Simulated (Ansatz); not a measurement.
Crystal: BaTiO3.

```xyz
10
Lattice="-3.9998 0.0000 0.0000 0.0000 0.0000 -4.0180 0.0000 -7.9996 0.0000" Properties=species:S:1:pos:R:3 pbc="T T T"
Ba   -0.0058   -4.0605   -0.0926
Ba   -3.9940   -7.9389   -3.9254
Ti   -1.9212   -1.8863   -2.2629
Ti   -2.0786   -6.1133   -1.8998
O    -1.9751   -2.0651   -3.8813
O    -2.0247   -5.9345   -0.0081
O    -2.0303   -4.0593   -2.0063
O    -1.9695   -7.9401   -1.8911
O    -0.0609   -2.1690   -1.9624
O    -3.9389   -5.8306   -1.9350
```

The cell isn't the ideal one: a zone-boundary wave of random shape, sigma 0.1 Å.

```yaml
Program: Ansatz 0.2.0
Task: relaxation of cell and atoms
Functional: PBE
Dispersion: D3(BJ)
Potentials_or_basis: Ansatz PAW
Cutoff: "420 eV (not typed: the program's choice for these potentials)"
k_mesh: 7 × 7 × 4
Occupations: fermi-dirac, width 0.05 eV
Spin: no spin polarisation
```

At the start: volume 12.86 Å³/atom.

Problem. How do energy, volume and symmetry change on relaxing?

Solution. It ends after 10 steps and the volume is 12.95 Å³/atom (+0.8 %); space group Cmc2_1 (No. 36, to 0.05 Å).

Step by step:
| step | energy change (eV) | largest force (eV/Å) | volume (Å³) |
| --- | --- | --- | --- |
| 1 | 0.0000 | 6.7143 | 128.56 |
| 2 | -1.4012 | 2.6077 | 131.83 |
| 3 | -1.4859 | 0.0672 | 120.78 |
| 4 | -1.6388 | 0.3902 | 129.91 |
| 5 | -1.7134 | 0.1091 | 129.59 |
| 6 | -1.7166 | 0.0102 | 129.44 |
| 7 | -1.7166 | 0.0020 | 129.45 |
| 8 | -1.7206 | 0.0021 | 129.45 |
| 9 | -1.7205 | 0.0036 | 129.55 |
| 10 | -1.7208 | 0.0035 | 129.55 |

Final structure:
```
Ba Ti O
1.0
    -3.99248   -0.00002    0.00278
     0.00280   -0.00001   -3.99139
    -0.00003   -8.12939   -0.00001
Ba Ti O
2 2 6
Direct
  0.99779 0.99660 0.50520
  0.00223 0.99221 0.00520
  0.48673 0.50732 0.26297
  0.51334 0.48151 0.76296
  0.50630 0.98479 0.24577
  0.49367 0.00399 0.74577
  0.49978 0.49463 0.49026
  0.50020 0.49416 0.99026
  0.00982 0.48826 0.24581
  0.99013 0.50053 0.74580
```

Caveat: the plane-wave basis is chosen anew once the cell has moved, so the energies of steps on either side of that aren't comparable; the pressure holds a Pulay correction of +0.5 GPa for the finite cutoff.
